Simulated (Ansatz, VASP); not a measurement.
One calculation of SnTe, two programs

INCAR

```
  ALGO = Normal
  EDIFF = 1E-7
  ENCUT = 520
  GGA = PE
  ISIF = 2
  ISMEAR = -1
  LASPH = True
  LCHARG = False
  LREAL = False
  LWAVE = False
  NBANDS = 17
  NELM = 100
  PREC = Accurate
  SIGMA = 0.05
```

Contents of KPOINTS:

```
k-points
0
Gamma
  7 7 7
```

File POSCAR:

```
SnTe
1.0
    3.8249898787      0.0000000000      0.0000000000
    0.0000000000      3.8249898787      0.0000000000
    0.0000000000      0.0000000000      3.8249898787
Te Sn
1 1
Direct
    0.5000000000      0.5000000000      0.5000000000
    0.0000000000      0.0000000000      0.0000000000
```

Contents of input.yaml:

```yaml
crystal:
  lattice:
    - [3.8249898787, 0.0, 0.0]
    - [0.0, 3.8249898787, 0.0]
    - [0.0, 0.0, 3.8249898787]
  atoms:
    - { symbol: Te, position: [0.5, 0.5, 0.5] }
    - { symbol: Sn, position: [0.0, 0.0, 0.0] }
hamiltonian:
  xc: pbe
  pseudopotentials: { kind: paw }
kpoints:
  mp_grid: { grid: [7, 7, 7] }
scf:
  occupations: { method: fermi_dirac, width: 0.05 }
output:
  forces: true
  stress: true
  eigenvalues: true
  write_density: true
  write_potential: true
  elf: true
  volumetric_format: npy
```

Change from the starting cell: volume scaled by 0.94.

Alike in both runs: task single point; functional PBE; k mesh 7 × 7 × 7; occupations fermi-dirac, width 0.05 eV; no spin polarisation.

|  | VASP | Ansatz |
| --- | --- | --- |
| version | VASP 6.6.1 | Ansatz 0.2.0 |
| potentials or method | VASP PAW PBE potentials, release 64 (Te, Sn_d) | Ansatz PAW |
| plane-wave cutoff (eV) | 520 | 420 |
| valence electrons in the cell | 20 | 30 |

|  | VASP | Ansatz | Ansatz less VASP |
| --- | --- | --- | --- |
| gap on the k mesh at the Fermi level (eV) | none | none | - |
| pressure (GPa) | 1.3 | 1.4 | +0.04 |

A gap of «none» marks a metal or a gap that the smearing closes. With one functional, cell and mesh, what is left measures potentials, basis and numerics. The two sets of potentials don't hold the same shells in valence.

The runs have no spin-orbit coupling, so splittings on Te are missing.
